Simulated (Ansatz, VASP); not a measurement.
# One calculation of HfB, two programs

The input INCAR:

```
SYSTEM = HfB
PREC     = Accurate       ! precision mode
ENCUT    = 520            ! plane-wave cutoff, eV
EDIFF    = 1E-7           ! SCF threshold, eV
ISMEAR   = -1             ! smearing method
SIGMA    = 0.05           ! smearing width, eV
LREAL    = .False.        ! projectors in reciprocal space
LASPH    = .True.         ! aspherical terms in the spheres
NELM     = 80             ! most SCF steps
ALGO     = Normal         ! electronic algorithm
ISIF     = 2              ! what is computed and relaxed
LWAVE    = .False.        ! write WAVECAR
LCHARG   = .False.        ! write CHGCAR
GGA      = PS             ! functional
NBANDS   = 14             ! bands
```

File KPOINTS:

```
regular mesh
0
Gamma
  10 10 10
  0 0 0
```

The input POSCAR:

```
HfB
1.0
    0.0000000000      2.3252984591      2.3252984591
    2.3252984591      0.0000000000      2.3252984591
    2.3252984591      2.3252984591      0.0000000000
Hf B
1 1
Direct
    0.5000000000      0.5000000000      0.5000000000
    0.0000000000      0.0000000000      0.0000000000
```

File input.yaml:

```yaml
crystal:
  lattice:
    - [0.0, 2.3252984591, 2.3252984591]
    - [2.3252984591, 0.0, 2.3252984591]
    - [2.3252984591, 2.3252984591, 0.0]
  atoms:
    - { symbol: Hf, position: [0.5, 0.5, 0.5] }
    - { symbol: B, position: [0.0, 0.0, 0.0] }
hamiltonian:
  xc: pbesol
  pseudopotentials: { kind: paw }
kpoints:
  mp_grid: { grid: [10, 10, 10] }
scf:
  occupations: { method: fermi_dirac, width: 0.05 }
output:
  forces: true
  stress: true
  eigenvalues: true
```

Change from the starting cell: volume scaled by 1.02.

Alike in both runs: task single point; functional PBEsol; k mesh 10 × 10 × 10; occupations fermi-dirac, width 0.05 eV; no spin polarisation.

|  | VASP | Ansatz |
| --- | --- | --- |
| version | VASP 6.6.1 | Ansatz 0.2.0 |
| potentials or method | VASP PAW PBE potentials, release 64 (Hf_pv, B) | Ansatz PAW |
| plane-wave cutoff (eV) | 520 | 420 |
| valence electrons in the cell | 13 | 29 |

Ansatz gave:

* gap on the k mesh at the Fermi level (eV): none
* pressure (GPa): 18.2

Task: What did VASP give for the same quantities?

Result: gap on the k mesh at the Fermi level (eV): none; pressure (GPa): 19.2.

A gap of «none» marks a metal or a gap that the smearing closes. The two sets of potentials don't hold the same shells in valence.

Caveats: the PAW data sets were made with another functional, which shifts forces and pressure a little (VASP); the PAW data sets come from PBE, with cores solved anew for the run's functional, which leaves a small shift of forces and pressure (Ansatz). Spin-orbit coupling is left out, which matters for the levels of Hf.
